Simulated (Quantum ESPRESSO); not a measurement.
# Rb (Im-3m) in Quantum ESPRESSO: convergence with k mesh

Aim: find how far k mesh must go before the results for Rb settle, at LDA. This setting moves, with any that are tied to it; all else stays.

Everything below comes from runs of Quantum ESPRESSO 7.5. Logs are shortened: lines on timing, memory, paths and dates and some standing lists are left out, and cuts for length are marked.

## Step 1: The crystal as given

Symmetry: Im-3m, No. 229, cubic system. Conventional cell: a = 5.605 Å, b = 5.605 Å, c = 5.605 Å, α = 90.00°, β = 90.00°, γ = 90.00°.

## Step 2: With k mesh 1 × 1 × 1

File pw.in:

```
&CONTROL
  calculation = 'scf'
  prefix = 'pwscf'
  outdir = './tmp'
  pseudo_dir = './pseudo'
  tprnfor = .true.
  tstress = .true.
  disk_io = 'nowf'
/
&SYSTEM
  ibrav = 0
  nat = 1
  ntyp = 1
  ecutwfc = 42
  nbnd = 10
  occupations = 'smearing'
  smearing = 'mv'
  degauss = 0.00367493
/
&ELECTRONS
  conv_thr = 2d-10
  electron_maxstep = 120
  mixing_beta = 0.5
/
ATOMIC_SPECIES
Rb    85.4678 Rb.upf
CELL_PARAMETERS angstrom
  -2.8025000000    2.8025000000    2.8025000000
   2.8025000000   -2.8025000000    2.8025000000
   2.8025000000    2.8025000000   -2.8025000000
ATOMIC_POSITIONS crystal
Rb     0.0000000000    0.0000000000    0.0000000000
K_POINTS automatic
1 1 1 0 0 0
```

Potentials or basis: PseudoDojo 0.4.1 SR LDA stringent.

Launch:

```
> OMP_NUM_THREADS=1 pw.x -in pw.in > pw.out
```

pw.out:

```text
This program is part of the open-source Quantum ESPRESSO suite
     for quantum simulation of materials; please cite
[... 6 lines left out ...]
     using ibrav=0 with symmetry is DISCOURAGED, use correct ibrav instead

     G-vector sticks info
     --------------------
     sticks:   dense  smooth     PW     G-vecs:    dense   smooth      PW
     Sum        1051    1051    265                21769    21769    2731

     Using Slab Decomposition

     bravais-lattice index     =            0
     lattice parameter (alat)  =       9.1729  a.u.
     unit-cell volume          =     594.1464 (a.u.)^3
     number of atoms/cell      =            1
     number of atomic types    =            1
     number of electrons       =         9.00
     number of Kohn-Sham states=           10
     kinetic-energy cutoff     =      42.0000  Ry
     charge density cutoff     =     168.0000  Ry
     scf convergence threshold =      2.0E-10
     mixing beta               =       0.5000
     number of iterations used =            8  plain     mixing
     Exchange-correlation= SLA  PW   NOGX NOGC
                           (   1   4   0   0   0   0   0)

     celldm(1)=   9.172867  celldm(2)=   0.000000  celldm(3)=   0.000000
     celldm(4)=   0.000000  celldm(5)=   0.000000  celldm(6)=   0.000000

     crystal axes: (cart. coord. in units of alat)
               a(1) = (  -0.577350   0.577350   0.577350 )
               a(2) = (   0.577350  -0.577350   0.577350 )
               a(3) = (   0.577350   0.577350  -0.577350 )

     reciprocal axes: (cart. coord. in units 2 pi/alat)
               b(1) = ( -0.000000  0.866025  0.866025 )
               b(2) = (  0.866025 -0.000000  0.866025 )
               b(3) = (  0.866025  0.866025  0.000000 )

     PseudoPot. # 1 for Rb read from file:
     Rb.upf
     Pseudo is Norm-conserving + core correction, Zval =  9.0
     Generated using ONCVPSP code by D. R. Hamann
     Using radial grid of 2226 points,  6 beta functions with:
                l(1) =   0
                l(2) =   0
                l(3) =   1
                l(4) =   1
                l(5) =   2
                l(6) =   2

     atomic species   valence    mass     pseudopotential
     Rb                9.00    85.46780     Rb( 1.00)

     48 Sym. Ops., with inversion, found

   Cartesian axes

     site n.     atom                  positions (alat units)
         1        Rb     tau(   1) = (   0.0000000   0.0000000   0.0000000  )

     number of k points=     1  Marzari-Vanderbilt smearing, width (Ry)=  0.0037
                       cart. coord. in units 2pi/alat
        k(    1) = (   0.0000000   0.0000000   0.0000000), wk =   2.0000000

     Dense  grid:    21769 G-vectors     FFT dimensions: (  40,  40,  40)

     Initial potential from superposition of free atoms

     starting charge       8.9799, renormalised to       9.0000
     Starting wfcs are    5 randomized atomic wfcs +    5 random wfcs

     Self-consistent Calculation

     iteration #  1     ecut=    42.00 Ry     beta= 0.50
     Davidson diagonalization with overlap
     ethr =  1.00E-02,  avg # of iterations = 16.0

     Threshold (ethr) on eigenvalues was too large:
     Diagonalizing with lowered threshold

     Davidson diagonalization with overlap
     ethr =  3.94E-06,  avg # of iterations =  6.0

     total energy              =     -54.29026810 Ry
     estimated scf accuracy    <       0.00034768 Ry

     iteration #  2     ecut=    42.00 Ry     beta= 0.50
     Davidson diagonalization with overlap
     ethr =  3.86E-06,  avg # of iterations =  1.0

     total energy              =     -54.29031108 Ry
     estimated scf accuracy    <       0.00007386 Ry

     iteration #  3     ecut=    42.00 Ry     beta= 0.50
     Davidson diagonalization with overlap
     ethr =  8.21E-07,  avg # of iterations =  2.0

     total energy              =     -54.29031647 Ry
     estimated scf accuracy    <       0.00000404 Ry

     iteration #  4     ecut=    42.00 Ry     beta= 0.50
     Davidson diagonalization with overlap
     ethr =  4.49E-08,  avg # of iterations =  2.0

     total energy              =     -54.29031672 Ry
     estimated scf accuracy    <       0.00000001 Ry

     iteration #  5     ecut=    42.00 Ry     beta= 0.50
     Davidson diagonalization with overlap
     ethr =  1.32E-10,  avg # of iterations =  3.0

     total energy              =     -54.29031672 Ry
     estimated scf accuracy    <          1.8E-09 Ry

     iteration #  6     ecut=    42.00 Ry     beta= 0.50
     Davidson diagonalization with overlap
     ethr =  1.97E-11,  avg # of iterations =  2.0

     End of self-consistent calculation

          k = 0.0000 0.0000 0.0000 (  2731 PWs)   bands (ev):

   -26.8043 -10.8568 -10.8568 -10.8568  -0.1163   5.5648   5.5648   5.5648
     6.5494   6.5494

     the Fermi energy is    -0.1093 ev

!    total energy              =     -54.29031672 Ry
     estimated scf accuracy    <          1.2E-11 Ry
     smearing contrib. (-TS)   =      -0.00120605 Ry
     internal energy E=F+TS    =     -54.28911067 Ry

     The total energy is F=E-TS. E is the sum of the following terms:
     one-electron contribution =     -26.61685110 Ry
     hartree contribution      =      14.11596964 Ry
     xc contribution           =     -13.95776490 Ry
     ewald contribution        =     -27.83046431 Ry

     convergence has been achieved in   6 iterations

     Forces acting on atoms (cartesian axes, Ry/au):

     atom    1 type  1   force =     0.00000000    0.00000000    0.00000000

     Total force =     0.000000     Total SCF correction =     0.000000

     Computing stress (Cartesian axis) and pressure

          total   stress  (Ry/bohr**3)                   (kbar)     P=       -4.91
  -0.00003337   0.00000000   0.00000000           -4.91        0.00        0.00
   0.00000000  -0.00003337   0.00000000            0.00       -4.91        0.00
   0.00000000   0.00000000  -0.00003337            0.00        0.00       -4.91

=------------------------------------------------------------------------------=
   JOB DONE.
=------------------------------------------------------------------------------=
```

Wall time 0.52 s (1 thread of Arm Neoverse V2, shared host); peak memory 0.05 GiB.

What came out:

| Property | Result |
| --- | --- |
| Free energy | -738.6574 eV |
| Pressure | -0.5 GPa |

## Step 3: With k mesh 2 × 2 × 2

pw.in: that of step 2 with these lines changed.

```diff
@@ -33,2 +33,2 @@
 K_POINTS automatic
-1 1 1 0 0 0
+2 2 2 0 0 0
```

Potentials or basis: PseudoDojo 0.4.1 SR LDA stringent.

Launch:

```
> OMP_NUM_THREADS=1 pw.x -in pw.in > pw.out
```

Run time: 1.1 s. Hardware: 1 thread of Arm Neoverse V2, shared host; peak memory 0.05 GiB.

What came out:

- Free energy: -737.2563 eV
- Pressure: -0.6 GPa
- Band gap on the k mesh: none (metal or under the smearing width)

## Step 4: With k mesh 3 × 3 × 3

pw.in: that of step 3 with these lines changed.

```diff
@@ -33,2 +33,2 @@
 K_POINTS automatic
-2 2 2 0 0 0
+3 3 3 0 0 0
```

Launch:

```
> OMP_NUM_THREADS=1 pw.x -in pw.in > pw.out
```

Run time: 1.3 s. Hardware: 1 thread of Arm Neoverse V2, shared host; peak memory 0.05 GiB.

Results:

```yaml
Free_energy: -737.7214 eV
Pressure: -0.5 GPa
Band_gap_on_the_k_mesh: none (metal or under the smearing width)
```

## Step 5: With k mesh 4 × 4 × 4

pw.in: that of step 4 with these lines changed.

```diff
@@ -33,2 +33,2 @@
 K_POINTS automatic
-3 3 3 0 0 0
+4 4 4 0 0 0
```

Launch:

```
> OMP_NUM_THREADS=1 pw.x -in pw.in > pw.out
```

Wall time 2.5 s (1 thread of Arm Neoverse V2, shared host); peak memory 0.05 GiB.

What came out:

| Item | Value |
| --- | --- |
| Free energy | -737.5636 eV |
| Pressure | -0.3 GPa |
| Band gap on the k mesh | none (metal or under the smearing width) |

## Step 6: With k mesh 5 × 5 × 5

pw.in: that of step 5 with these lines changed.

```diff
@@ -33,2 +33,2 @@
 K_POINTS automatic
-4 4 4 0 0 0
+5 5 5 0 0 0
```

Potentials or basis: PseudoDojo 0.4.1 SR LDA stringent.

Launch:

```
> OMP_NUM_THREADS=1 pw.x -in pw.in > pw.out
```

Wall time 3.1 s (1 thread of Arm Neoverse V2, shared host); peak memory 0.05 GiB.

Results (log left out):

| Item | Value |
| --- | --- |
| Free energy | -737.6345 eV |
| Pressure | -0.4 GPa |
| Band gap on the k mesh | none (metal or under the smearing width) |

## Step 7: With k mesh 6 × 6 × 6

pw.in: that of step 6 with these lines changed.

```diff
@@ -33,2 +33,2 @@
 K_POINTS automatic
-5 5 5 0 0 0
+6 6 6 0 0 0
```

Launch:

```
> OMP_NUM_THREADS=1 pw.x -in pw.in > pw.out
```

It took 4.9 s on 1 thread of Arm Neoverse V2, shared host; peak memory 0.05 GiB.

Results (log left out):

| Quantity | Value |
| --- | --- |
| Free energy | -737.6138 eV |
| Pressure | -0.4 GPa |
| Band gap on the k mesh | none (metal or under the smearing width) |

## Step 8: With k mesh 7 × 7 × 7

pw.in: that of step 7 with these lines changed.

```diff
@@ -33,2 +33,2 @@
 K_POINTS automatic
-6 6 6 0 0 0
+7 7 7 0 0 0
```

Launch:

```
> OMP_NUM_THREADS=1 pw.x -in pw.in > pw.out
```

Wall time 6 s (1 thread of Arm Neoverse V2, shared host); peak memory 0.05 GiB.

Results (log left out):

```
Free energy            : -737.6357 eV
Pressure               : -0.4 GPa
Band gap on the k mesh : none (metal or under the smearing width)
```

## Step 9: With k mesh 8 × 8 × 8

pw.in: that of step 8 with these lines changed.

```diff
@@ -33,2 +33,2 @@
 K_POINTS automatic
-7 7 7 0 0 0
+8 8 8 0 0 0
```

Potentials or basis: PseudoDojo 0.4.1 SR LDA stringent.

Launch:

```
> OMP_NUM_THREADS=1 pw.x -in pw.in > pw.out
```

It took 8.6 s on 1 thread of Arm Neoverse V2, shared host; peak memory 0.05 GiB.

Results (log left out):

| Property | Result |
| --- | --- |
| Free energy | -737.6273 eV |
| Pressure | -0.4 GPa |
| Band gap on the k mesh | none (metal or under the smearing width) |

## Step 10: With k mesh 10 × 10 × 10

pw.in: that of step 9 with these lines changed.

```diff
@@ -33,2 +33,2 @@
 K_POINTS automatic
-8 8 8 0 0 0
+10 10 10 0 0 0
```

Launch:

```
> OMP_NUM_THREADS=1 pw.x -in pw.in > pw.out
```

It took 14 s on 1 thread of Arm Neoverse V2, shared host; peak memory 0.06 GiB.

It converged, with:

```yaml
Free_energy: -737.6302 eV
Pressure: -0.4 GPa
Band_gap_on_the_k_mesh: none (metal or under the smearing width)
```

## Step 11: The series at a glance

```csv
k mesh,"energy less the tightest run, at zero smearing (meV/atom)",pressure (GPa),SCF cycles,CPU time (s),peak memory (GiB)
1 × 1 × 1,-1027.24,-0.49,6,0.52,0.05
2 × 2 × 2,373.84,-0.63,7,1.1,0.05
3 × 3 × 3,-91.21,-0.52,6,1.3,0.05
4 × 4 × 4,66.53,-0.32,7,2.5,0.05
5 × 5 × 5,-4.37,-0.43,7,3.1,0.05
6 × 6 × 6,16.34,-0.39,7,4.9,0.05
7 × 7 × 7,-5.54,-0.42,7,6,0.05
8 × 8 × 8,2.81,-0.40,7,8.6,0.05
10 × 10 × 10,0.00,-0.40,7,14,0.06
```

Against the tightest run, the pressure stays within 0.1 GPa from 4 × 4 × 4 on. Not settled before the last step: the energy (to 1 meV/atom). Meshes of other sizes hit other points, so gaps and Fermi surfaces needn't settle smoothly. The tightest run that finished is the yardstick and may itself not be fully converged.
